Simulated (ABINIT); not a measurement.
Runs of ABINIT 10.8.3 (patched build) on WS2 (Tungstenite). Symmetry: P6_3/mmc, No. 194, hexagonal system. The conventional cell has a = 3.180 Å, b = 3.180 Å, c = 12.500 Å, α = 90.00°, β = 90.00°, γ = 120.00°. W (site symmetry -6m2) is surrounded by 6 S at 2.41 Å. Around S (site symmetry 3m) lie 3 W at 2.41 Å. 

```tsv
level	potentials or basis	k mesh	gap on the mesh (eV)	pressure (GPa)	largest force (eV/Å)
LDA	JTH PAW LDA v2.0	6 × 6 × 2	(a)	-5.7	0.35
PBEsol	JTH PAW PBE v2.0	6 × 6 × 2	1.01	-2.5	0.11
PBE	JTH PAW PBE v2.0	8 × 8 × 2	(b)	2.3	0.15
PBEsol	JTH PAW PBE v2.0	8 × 8 × 2	1.15	-2.5	0.12
PBE	JTH PAW PBE v2.0	6 × 6 × 2	1.05	2.3	0.15
```

Alike in all rows: task single point; no spin polarisation; cell as given; cutoff (eV) 544; smearing fermi-dirac 0.05 eV.

Q: Estimate the missing entries.

A: (a) 0.97; (b) 1.19.

Caveats: spin-orbit coupling is left out, which moves the levels of the heavy elements; this functional lacks dispersion, which binds the layers, so the pressure and a relaxed spacing across them are unreliable (some runs); the PAW data sets were made with another functional, which shifts forces and pressure a little (some runs).

A k mesh can miss the band edges, and the runs leave out spin-orbit coupling on W.
